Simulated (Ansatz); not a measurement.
# ZnSe: the cost of one run

All numbers below are computed with Ansatz 0.2.0 (DFT PBEsol, scalar-relativistic, plane waves, PAW).

2 further runs of the same task are left out: 2 set aside as unsound or not needed.

### 1 The structure to begin with

The cell holds 32 atoms (BeSe16Zn15): a = 9.757 Å, b = 9.757 Å, c = 9.757 Å, α = 109.47°, β = 109.47°, γ = 109.47°.

The coordinates of this cell stand in the input of its own run.

The host was relaxed before at PBEsol: a = 5.633 Å, b = 5.633 Å, c = 5.633 Å, α = 90.00°, β = 90.00°, γ = 90.00° (conventional cell), 22.345 Å³/atom.

Places, in fractions of the supercell: Be in place of Zn at (0.250, 0.750, 0.000). The start keeps the symmetry of the ideal site.

### 2 Band edges of the host over the zone

input.yaml

```yaml
crystal:
  lattice:
    - [0.0, 2.8166236567, 2.8166236567]
    - [2.8166236567, 0.0, 2.8166236567]
    - [2.8166236567, 2.8166236567, 0.0]
  atoms:
    - { symbol: Zn, position: [0.0, 0.0, 0.0] }
    - { symbol: Se, position: [0.75, 0.75, 0.75] }
basis:
  ecutwfc: 420
  xc_grid: 2
kpoints:
  mp_grid: { grid: [8, 8, 8] }
  band_path: { path: [VBM, CBM], npoints: 2 }
hamiltonian:
  xc: pbesol
scf:
  occupations: { method: gaussian, width: 0.02 }
output:
  forces: true
  stress: true
  eigenvalues: true
```

The run is started by

```
ansatz run input.yaml --threads 8 --pin off --max-ram 16384MiB --backend cpu --events-out ev --progress --plain --runs-dir out
```

**Question.** How long does this run take on 8 threads of Arm Neoverse V1, shared host, and how much memory does it need?

About 1.4 s, with a peak of 0.38 GiB.
